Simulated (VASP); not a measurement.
# Mg2Ge (Fm-3m) in VASP: a series of runs

The runs below take Mg2Ge through single point, relaxation of cell and atoms, with PBEsol.

All numbers are computed with VASP 6.6.1; they aren't measurements. Logs are shortened: lines on timing, memory, paths and dates and some standing lists are left out, and cuts for length are marked.

## Step 1: The structure

The structure is cubic, space group Fm-3m (No. 225). The conventional cell has a = 6.364 Å, b = 6.364 Å, c = 6.364 Å, α = 90.00°, β = 90.00°, γ = 90.00°. Mg (site symmetry -43m) is surrounded by 4 Ge at 2.76 Å. Ge (site symmetry m-3m) has 8 Mg at 2.76 Å as nearest neighbours.

## Step 2: Single point, PBEsol

File INCAR:

```
  PREC = Accurate
  ENCUT = 520
  EDIFF = 1E-7
  ISMEAR = 0
  SIGMA = 0.01
  LREAL = F
  LASPH = T
  NELM = 60
  ALGO = Fast
  ISIF = 2
  LWAVE = F
  LCHARG = T
  GGA = PS
  LELF = T
  LVHAR = T
  NBANDS = 16
```

File KPOINTS:

```
regular mesh
0
Gamma
  10 10 10
```

File POSCAR:

```
Mg2Ge
1.0
    0.0000000000      3.1821803065      3.1821803065
    3.1821803065      0.0000000000      3.1821803065
    3.1821803065      3.1821803065      0.0000000000
Mg Ge
2 1
Direct
    0.2500000000      0.2500000000      0.2500000000
    0.7500000000      0.7500000000      0.7500000000
    0.0000000000      0.0000000000      0.0000000000
```

Potentials or basis: VASP PAW PBE potentials, release 64 (Mg, Ge_d).

Launch:

```
cat potpaw_PBE.64/Mg/POTCAR potpaw_PBE.64/Ge_d/POTCAR > POTCAR
mpirun -np 1 vasp_std > vasp.out
```

OUTCAR:

```text
PREC = Accurate
   ENCUT = 520
   EDIFF = 1E-7
   ISMEAR = 0
   LREAL = F
   LASPH = T
   NELM = 60
   ISIF = 2
   GGA = PS

 ion  position               nearest neighbor table
   1  0.250  0.250  0.250-   3 2.76   3 2.76   3 2.76   3 2.76   2 3.18   2 3.18   2 3.18   2 3.18
                             2 3.18   2 3.18
   2  0.750  0.750  0.750-   3 2.76   3 2.76   3 2.76   3 2.76   1 3.18   1 3.18   1 3.18   1 3.18
                             1 3.18   1 3.18
   3  0.000  0.000  0.000-   1 2.76   2 2.76   2 2.76   2 2.76   2 2.76   1 2.76   1 2.76   1 2.76

  LATTYP: Found a face centered cubic cell.
 ALAT       =     6.3643606130

  Lattice vectors:

 A1 = (   0.0000000000,   3.1821803065,   3.1821803065)
 A2 = (   3.1821803065,   0.0000000000,   3.1821803065)
 A3 = (   3.1821803065,   3.1821803065,   0.0000000000)

Analysis of symmetry for initial positions (statically):
=====================================================================
 Subroutine PRICEL returns:
 Original cell was already a primitive cell.

 Routine SETGRP: Setting up the symmetry group for a
 face centered cubic supercell.

 Subroutine GETGRP returns: Found 48 space group operations
 (whereof 48 operations were pure point group operations)
 out of a pool of 48 trial point group operations.

The static configuration has the point symmetry O_h .

Analysis of symmetry for dynamics (positions and initial velocities):
=====================================================================
 Subroutine PRICEL returns:
 Original cell was already a primitive cell.

 Routine SETGRP: Setting up the symmetry group for a
 face centered cubic supercell.

 Subroutine GETGRP returns: Found 48 space group operations
 (whereof 48 operations were pure point group operations)
 out of a pool of 48 trial point group operations.

The dynamic configuration has the point symmetry O_h .

 Subroutine INISYM returns: Found 48 space group operations
 (whereof 48 operations are pure point group operations),
 and found     1 'primitive' translations

----------------------------------------------------------------------------------------

                                     Primitive cell

  volume of cell :      64.4472

  direct lattice vectors                    reciprocal lattice vectors
     0.000000000  3.182180306  3.182180306    -0.157124975  0.157124975  0.157124975
     3.182180306  0.000000000  3.182180306     0.157124975 -0.157124975  0.157124975
     3.182180306  3.182180306  0.000000000     0.157124975  0.157124975 -0.157124975

  length of vectors
     4.500282547  4.500282547  4.500282547     0.272148439  0.272148439  0.272148439

  position of ions in fractional coordinates (direct lattice)
     0.250000000  0.250000000  0.250000000
     0.750000000  0.750000000  0.750000000
     0.000000000  0.000000000  0.000000000

  ion indices of the primitive-cell ions
   primitive index   ion index
                 1           1
                 2           2
                 3           3

----------------------------------------------------------------------------------------

 KPOINTS: regular mesh

Automatic generation of k-mesh.
 Grid dimensions read from file:
 generate k-points for:   10   10   10

 Generating k-lattice:

  Cartesian coordinates                     Fractional coordinates (reciprocal lattice)
    -0.015712497  0.015712497  0.015712497     0.100000000  0.000000000  0.000000000
     0.015712497 -0.015712497  0.015712497     0.000000000  0.100000000  0.000000000
     0.015712497  0.015712497 -0.015712497     0.000000000  0.000000000  0.100000000

  Length of vectors
     0.027214844  0.027214844  0.027214844

  Shift w.r.t. Gamma in fractional coordinates (k-lattice)
     0.000000000  0.000000000  0.000000000

 Subroutine IBZKPT returns following result:
 ===========================================

 Found     47 irreducible k-points:

 Following reciprocal coordinates:
            Coordinates               Weight
  0.000000  0.000000  0.000000      1.000000
  0.100000  0.000000  0.000000      8.000000
  0.200000  0.000000  0.000000      8.000000
  0.300000  0.000000  0.000000      8.000000
  0.400000  0.000000  0.000000      8.000000
  0.500000  0.000000  0.000000      4.000000
[... 16 lines left out ...]
  0.300000  0.300000  0.000000      6.000000
  0.400000  0.300000  0.000000     24.000000
 [... further k-points ...]
   k-points           NKPTS =     47   k-points in BZ     NKDIM =     47   number of bands    NBANDS=     16
   number of dos      NEDOS =    301   number of ions     NIONS =      3
   total plane-waves  NPLWV =  46656
   dimension x,y,z NGX =    36 NGY =   36 NGZ =   36
   dimension x,y,z NGXF=    72 NGYF=   72 NGZF=   72
   ions per type =               2   1
   NGX,Y,Z   is equivalent  to a cutoff of  13.30, 13.30, 13.30 a.u.
   NGXF,Y,Z  is equivalent  to a cutoff of  26.60, 26.60, 26.60 a.u.
 SYSTEM =  unknown system
   PREC   = accura    normal or accurate (medium, high low for compatibility)
   ISTART =      0    job   : 0-new  1-cont  2-samecut
   ICHARG =      2    charge: 1-file 2-atom 10-const
   ISPIN  =      1    spin polarized calculation?
   LNONCOLLINEAR =      F non collinear calculations
   LSORBIT =      F    spin-orbit coupling
   LASPH  =      T    aspherical Exc in radial PAW
   ENCUT  =  520.0 eV  38.22 Ry    6.18 a.u.   8.37  8.37  8.37*2*pi/ulx,y,z
   NELM   =     60;   NELMIN=  2; NELMDL= -5     # of ELM steps
   EDIFF  = 0.1E-06   stopping-criterion for ELM
   LREAL  =      F    real-space projection
   EDIFFG = 0.1E-05   stopping-criterion for IOM
   NSW    =      0    number of steps for IOM
   IBRION =     -1    ionic relax: 0-MD 1-quasi-New 2-CG
   NFREE  =      0    steps in history (QN), initial steepest desc. (CG)
   ISIF   =      2    stress and relaxation
   ISYM   =      2    0-nonsym 1-usesym 2-fastsym
   POTIM  = 0.5000    time-step for ionic-motion
   TEBEG  =    0.0;   TEEND  =   0.0 temperature during run
   PSTRESS=    0.0 pullay stress
   NELECT =      18.0000    total number of electrons
   NUPDOWN=      -1.0000    fix difference up-down
   EMIN   =  10.00;   EMAX   =-10.00  energy-range for DOS
   EFERMI =   0.00;   METHOD = LEGACY
   ISMEAR =     0;   SIGMA  =   0.01  broadening in eV -4-tet -1-fermi 0-gaus
   EFERMI_NEDOS =   21; number of points for ismear=-14 and -15
   IALGO  =     68    algorithm
   IMIX   =      4    mixing-type and parameters
     AMIX     =   0.40;   BMIX     =  1.00
     AMIX_MAG =   1.60;   BMIX_MAG =  1.00
  volume/ion in A,a.u.               =      21.48       144.97
  Fermi-wavevector in a.u.,A,eV,Ry     =   1.070116  2.022226 15.580690  1.145148
  Thomas-Fermi vector in A             =   2.205816
   LORBIT       =      0    0 simple, 1 ext, 2 COOP (PROOUT), +10 PAW based schemes
   GGA     = PS    functional components
   LHFCALC =     F    Hartree Fock is set to
   AEXX    =    0.0000 exact exchange contribution
   IVDW    =     0    specifies the selected vdW correction
   LEPSILON=     F    determine dielectric tensor
   LRPA    =     F    only Hartree local field effects (RPA)
 non-spin polarized calculation
 RMM-DIIS sequential band-by-band and
 Gauss-broadening in eV      SIGMA  =   0.01
  energy-cutoff  :      520.00
  volume of cell :       64.45
 maximum number of plane-waves:      1807
 NGX is ok and might be reduce to    36
   NGX = 17   NGY = 17   NGZ = 17

 number of electron      18.0000006 magnetization

 Free energy of the ion-electron system (eV)
  ---------------------------------------------------
  ext. energy  EPLUGINS =         0.00000000
  ---------------------------------------------------
  free energy    TOTEN  =        -9.24528021 eV

  energy without entropy =       -9.24528021  energy(sigma->0) =       -9.24528021

 E-fermi :   3.5336     XC(G=0):  -9.2187

 val. band max:        3.4932639992   @ k =   0.0000   0.0000   0.0000
 cond. band min:       3.5746667643   @ k =   0.5000   0.5000   0.0000
 fundamental gap:      0.0814027651
 Fermi energy:         3.5335688482

 k-point     1 :       0.0000    0.0000    0.0000
  band No.  band energies     occupation
      1     -20.1419      2.00000
      2     -20.1419      2.00000
      3     -20.1419      2.00000
      4     -20.1231      2.00000
      5     -20.1231      2.00000
      6      -6.2999      2.00000
[... 8 lines left out ...]
     15       9.6199      0.00000
     16       9.7502      0.00000

 k-point     2 :       0.1000    0.0000    0.0000
  band No.  band energies     occupation
      1     -20.1419      2.00000
      2     -20.1418      2.00000
      3     -20.1418      2.00000
      4     -20.1230      2.00000
      5     -20.1230      2.00000
      6      -6.2159      2.00000
[... 8 lines left out ...]
     15       8.9736      0.00000
     16      10.0816      0.00000

 k-point     3 :       0.2000    0.0000    0.0000
  band No.  band energies     occupation
      1     -20.1418      2.00000
      2     -20.1415      2.00000
      3     -20.1415      2.00000
      4     -20.1230      2.00000
      5     -20.1230      2.00000
      6      -5.9738      2.00000
[... 8 lines left out ...]
     15       8.5921      0.00000
     16       9.5998      0.00000

 k-point     4 :       0.3000    0.0000    0.0000
  band No.  band energies     occupation
      1     -20.1417      2.00000
      2     -20.1411      2.00000
      3     -20.1411      2.00000
      4     -20.1229      2.00000
      5     -20.1229      2.00000
      6      -5.6123      2.00000
[... 8 lines left out ...]
     15       9.1880      0.00000
     16       9.5928      0.00000
[... 324 lines left out ...]
 k-point    22 :      -0.2000    0.2000    0.0000
  band No.  band energies     occupation
      1     -20.1416      2.00000
      2     -20.1410      2.00000
      3     -20.1410      2.00000
      4     -20.1230      2.00000
      5     -20.1228      2.00000
      6      -5.4893      2.00000
[... 8 lines left out ...]
     15      11.4812      0.00000
     16      11.4998      0.00000

 k-point    23 :       0.3000    0.3000    0.0000
  band No.  band energies     occupation
      1     -20.1427      2.00000
      2     -20.1403      2.00000
      3     -20.1403      2.00000
      4     -20.1236      2.00000
      5     -20.1223      2.00000
      6      -5.3751      2.00000
[... 8 lines left out ...]
     15      10.8493      0.00000
     16      12.7991      0.00000

 k-point    24 :       0.4000    0.3000    0.0000
  band No.  band energies     occupation
      1     -20.1427      2.00000
      2     -20.1401      2.00000
      3     -20.1400      2.00000
      4     -20.1236      2.00000
      5     -20.1222      2.00000
      6      -5.0745      2.00000
[... 8 lines left out ...]
     15      11.6604      0.00000
     16      12.8334      0.00000

 [... further k-points ...]

------------------------ aborting loop because EDIFF is reached ----------------------------------------

  FORCE on cell =-STRESS in cart. coord.  units (eV):
  Direction    XX          YY          ZZ          XY          YZ          ZX
  --------------------------------------------------------------------------------------
  -------------------------------------------------------------------------------------
  Total       -0.0394351     -0.0394351     -0.0394351      0.0000000      0.0000000     -0.0000000
  in kB       -0.9803679     -0.9803679     -0.9803679      0.0000000      0.0000000     -0.0000000
  external PRESSURE =      -0.9803679 kB  Pullay stress =       0.0000000 kB

 VOLUME and BASIS-vectors are now :
 -----------------------------------------------------------------------------
  energy-cutoff  :      520.00
  volume of cell :       64.45
      direct lattice vectors                 reciprocal lattice vectors
     0.000000000  3.182180306  3.182180306    -0.157124975  0.157124975  0.157124975
     3.182180306  0.000000000  3.182180306     0.157124975 -0.157124975  0.157124975
     3.182180306  3.182180306  0.000000000     0.157124975  0.157124975 -0.157124975

 POSITION                                       TOTAL-FORCE (eV/Angst)
 -----------------------------------------------------------------------------------
      1.59109      1.59109      1.59109         0.000000      0.000000      0.000000
      4.77327      4.77327      4.77327        -0.000000     -0.000000     -0.000000
      0.00000      0.00000      0.00000         0.000000     -0.000000      0.000000
 -----------------------------------------------------------------------------------
    total drift:                               -0.000000      0.000000      0.000000

  FREE ENERGIE OF THE ION-ELECTRON SYSTEM (eV)
  ---------------------------------------------------
  free  energy   TOTEN  =        -9.2452802136 eV

  energy  without entropy=       -9.2452802136  energy(sigma->0) =       -9.24528021
```

Run time: 59 s. Hardware: 1 thread of Intel Xeon Platinum 8259CL at 2.50GHz (Skylake/Cascade Lake), shared host; peak memory 0.23 GiB.

What came out:

```
Free energy            : -9.2453 eV
Pressure               : -0.1 GPa
Band gap on the k mesh : 0.08 eV, indirect (least direct gap 1.04 eV)
```

Caveat: the PAW data sets were made with another functional, which shifts forces and pressure a little. A k mesh can miss the band edges.

## Step 3: Relaxation of cell and atoms, PBEsol

This run uses another cell than the first one, of 21.62 Å³/atom, 1.006 times its volume.

File INCAR:

```
SYSTEM = Mg2Ge
ALGO = Normal
EDIFF = 1E-7
EDIFFG = -0.005
ENCUT = 600
GGA = PS
IBRION = 2
ISIF = 3
ISMEAR = 0
LASPH = .TRUE.
LCHARG = .FALSE.
LREAL = .FALSE.
LWAVE = .FALSE.
NELM = 80
NSW = 100
PREC = Accurate
SIGMA = 0.01
```

File KPOINTS:

```
k-points
0
G
  10 10 10
  0 0 0
```

File POSCAR:

```
Mg2Ge
1.0
    0.0000000000      3.1890000000      3.1890000000
    3.1890000000      0.0000000000      3.1890000000
    3.1890000000      3.1890000000      0.0000000000
Mg Ge
2 1
Direct
    0.2500000000      0.2500000000      0.2500000000
    0.7500000000      0.7500000000      0.7500000000
    0.0000000000      0.0000000000      0.0000000000
```

Potentials or basis: VASP PAW PBE potentials, release 64 (Mg, Ge_d).

Launch:

```
cat potpaw_PBE.64/Mg/POTCAR potpaw_PBE.64/Ge_d/POTCAR > POTCAR
mpirun -np 1 vasp_std > vasp.out
```

Wall time 57 s (1 thread of Intel Xeon Platinum 8259CL at 2.50GHz (Skylake/Cascade Lake), shared host); peak memory 0.24 GiB.

The run converged. Its results:

```
Free energy                            : -9.2457 eV
Relaxed volume                         : 21.44 Å³/atom
Relaxed cell                           : a = 4.497 Å, b = 4.497 Å, c = 4.497 Å, α = 60.00°, β = 60.00°, γ = 60.00°
Space group after relaxing (to 0.05 Å) : Fm-3m (No. 225)
Energy gained by relaxing              : 0.2 meV/atom
Ionic steps                            : 2
Pressure after relaxing                : 0.0 GPa
Band gap on the k mesh                 : 0.08 eV, indirect (least direct gap 1.05 eV)
```

The path:
```tsv
step	energy change (eV)	largest force (eV/Å)	pressure (GPa)	volume (Å³)
1	0.0000	0.0000	-0.43	64.86
2	-0.0007	0.0000	-0.02	64.32
```

Final structure:
```
CELL_PARAMETERS angstrom
0.00000 3.18009 3.18009
3.18009 0.00000 3.18009
3.18009 3.18009 0.00000
ATOMIC_POSITIONS crystal
Mg 0.25000 0.25000 0.25000
Mg 0.75000 0.75000 0.75000
Ge 0.00000 0.00000 0.00000
```

Levels at points of the mesh, in eV from the valence-band top:
```tsv
k point	band 7	band 8	band 9	band 10	band 11	band 12
(0.00, 0.00, 0.00)	0.00	0.00	0.00	1.05	2.85	2.85
(0.50, 0.00, 0.00)	-4.89	-0.74	-0.74	1.05	2.76	2.76
(0.50, 0.50, 0.00)	-4.55	-2.03	-2.03	0.08	0.59	7.93
```

Caveat: the PAW data sets were made with another functional, which shifts forces and pressure a little. A k mesh can miss the band edges.

(Part 1 of 2 ends here.)
